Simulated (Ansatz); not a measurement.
## A strain series on CdF2 (fluorite): xy shear, engineering strain (angle)

CdF2 in the fluorite structure, relaxed with r2SCAN in the plane-wave code Ansatz, then strained (xy shear, engineering strain (angle); angles, axes as in the cell below) with the atoms relaxed again within the symmetry that is left. It is cubic, Fm-3m (No. 225); a = 5.388 Å in the conventional setting, 13.04 Å³ an atom. Around Cd lie 8 F at 2.33 Å; around F lie 4 Cd at 2.33 Å. The values are computed, spin-unpolarised, and not measurements.

```yaml
crystal:
  lattice:
    - [0.00000, 2.69418, 2.69418]
    - [2.69418, 0.00000, 2.69418]
    - [2.69418, 2.69418, 0.00000]
  atoms:
    - { symbol: Cd, position: [0.00000, 0.00000, 0.00000] }
    - { symbol: F, position: [0.25000, 0.25000, 0.25000] }
    - { symbol: F, position: [0.75000, 0.75000, 0.75000] }
```

Gaps are the least over each mesh (PBE 8×8×8, r2SCAN 8×8×8, HSE06 6×6×6 when unstrained) and the special points, which keep their unstrained names; stress is the change from the unstrained cell, compression positive.

```
strain (%)  gap, PBE (eV)  gap, r2SCAN (eV)  gap, HSE06 (eV)               edges, HSE06  xy stress, r2SCAN (GPa)  energy rise, r2SCAN (meV/atom)
     -3.03          3.100             3.793            5.206  (1/4, -0.495, -0.245) → Γ                    +0.73                             0.9
     -1.14          3.100             3.794            5.207                      W → Γ                    +0.27                             0.1
       0.0          3.100             3.794            5.207                      W → Γ                     0.00                             0.0
      +3.0          3.100             3.793            5.206   (1/4, 0.495, -0.255) → Γ                    -0.72                             0.9
```

**Question.** Estimate the row for a strain of -5.0 %.

**Answer.**
```
strain (%)  gap, PBE (eV)  gap, r2SCAN (eV)  gap, HSE06 (eV)               edges, HSE06  xy stress, r2SCAN (GPa)  energy rise, r2SCAN (meV/atom)
      -5.0          3.100             3.792            5.205  (1/4, -0.490, -0.240) → Γ                    +1.21                             2.4
```

Spin-orbit coupling is left out.

The meshes of the hybrids are coarse, so their gaps aren't converged to the digits shown.
